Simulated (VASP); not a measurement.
A run of VASP 6.6.1:

File INCAR:

```
  PREC = Accurate
  ENCUT = 520
  EDIFF = 1E-6
  ISMEAR = -1
  SIGMA = 0.03
  LREAL = F
  LASPH = T
  NELM = 100
  ALGO = Fast
  ISIF = 2
  LWAVE = F
  LCHARG = F
  GGA = PE
  NBANDS = 12
```

KPOINTS

```
Automatic mesh
0
Gamma
  11 11 11
```

POSCAR

```
As
1.0
    1.9254598960      1.1389290499      3.5154202331
   -1.8340390190      1.1013340607      3.4778252440
    0.0131522229     -2.1356900106      3.4640645229
As
2
Direct
    0.2275400000      0.2275400000      0.2275400000
    0.7724600000      0.7724600000      0.7724600000
```

Potentials or basis: VASP PAW PBE potentials, release 64 (As).

Command:

```bash
$ cat potpaw_PBE.64/As/POTCAR > POTCAR
$ mpirun -np 1 vasp_std > vasp.out
```

Hardware: 1 thread of AMD EPYC 9R45 96-Core Processor (Zen 5), with other jobs on the host.

**Question.** Estimate the wall time of this run.

**Answer.** It took 2.3 min on 1 thread of AMD EPYC 9R45 96-Core Processor (Zen 5) (shared host), peak memory 0.37 GiB. Counts: scf iterations 11, k points 666.
